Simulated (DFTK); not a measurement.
Here is a DFTK 0.8.2 calculation.

Contents of run.jl:

```julia
using DFTK
using PseudoPotentialData
using Unitful, UnitfulAtomic
using LinearAlgebra, Printf
using AtomsBase
include("save.jl")
disable_threading()

cell = [[3.6474, 0.0, 0.0],
        [-1.8237, 3.1587410578, 0.0],
        [0.0, 0.0, 5.7306]]u"Å"
system = periodic_system([:Y => [0.6666666667, 0.3333333333, 0.75],
                          :Y => [0.3333333333, 0.6666666667, 0.25]],
                         cell; fractional=true)
lattice   = austrip.(hcat(cell_vectors(system)...))
symbols   = atomic_symbol(system, :) .|> Symbol
positions = [lattice \ austrip.(position(system, i)) for i in 1:length(system)]
pseudopotentials = Dict(:Y => "Y.upf")
elements = Dict(s => ElementPsp(s, pseudopotentials; rcut=10.0) for s in unique(symbols))
atoms    = [elements[s] for s in symbols]

build_model(lattice, positions; symmetries=true) =
    model_DFT(lattice, atoms, positions;
              functionals=PBEsol(),
              temperature=austrip(0.05u"eV"),
              smearing=Smearing.FermiDirac(),
              symmetries)
Ecut  = 30.0  # hartree
kgrid = [8, 8, 5]
tol   = 1e-6
to_GPa = ustrip(uconvert(u"GPa", 1u"hartree/bohr^3"))

model = build_model(lattice, positions)
basis = PlaneWaveBasis(model; Ecut, kgrid)
display(basis)
scfres = self_consistent_field(basis;
                               tol,
                               nbandsalg=AdaptiveBands(model; n_bands_converge=16))
display(scfres.energies)
@printf "Fermi level: %.6f eV\n" ustrip(auconvert(u"eV", something(scfres.εF, NaN)))
forces = compute_forces_cart(scfres)
println("Forces (eV/Å)")
for (s, f) in zip(symbols, forces)
    @printf "%-3s %12.6f %12.6f %12.6f\n" s ustrip.(auconvert.(u"eV/Å", f))...
end
stress = compute_stresses_cart(scfres)
println("Stress (GPa)")
display(round.(stress * to_GPa; digits=4))
println("Levels at the first k-point (eV): ", round.(ustrip.(auconvert.(u"eV", scfres.eigenvalues[1][1:scfres.n_bands_converge])); digits=4))
save_scf!(scfres; forces, stress)

points = Dict("G" => [0.0, 0.0, 0.0], "A" => [0.0, 0.0, 0.5], "H" => [0.3333333333, 0.3333333333, 0.5], "K" => [0.3333333333, 0.3333333333, 0.0], "L" => [0.5, 0.0, 0.5], "M" => [0.5, 0.0, 0.0])
segments = [("G", "M", 6), ("M", "K", 4), ("K", "G", 7), ("G", "A", 3), ("A", "L", 6), ("L", "H", 4), ("H", "A", 7), ("L", "M", 3), ("K", "H", 3)]
kcoords = vcat([[points[a] + t * (points[b] - points[a]) for t in range(0, 1, n)] for (a, b, n) in segments]...)
bands = compute_bands(scfres, ExplicitKpoints(kcoords); n_bands=18, tol=1e-5)
for (k, ε) in zip(bands.basis.kpoints, bands.eigenvalues)
    @printf "%d %8.4f %8.4f %8.4f " k.spin k.coordinate...
    println(join([@sprintf("%9.4f", e) for e in ustrip.(auconvert.(u"eV", ε .- scfres.εF))]))
end
results["band_energies"] = rows(bands.eigenvalues); results["band_kpoints"] = rows(kcoords)
```

Potentials or basis: SPMS 1.0 (PBE).

Launch:

```bash
$ julia --threads=1 run.jl  # save.jl only writes the numbers to a file and isn't shown; printed stress counts tension as positive; times include loading and compiling
```

(1) Predict the band gap on the k mesh.

(2) Estimate the pressure.

Answers

(1) none (metal or under the smearing width).

(2) -2.0 GPa.

Caveat: the potentials were made for another functional, which shifts forces and pressure.
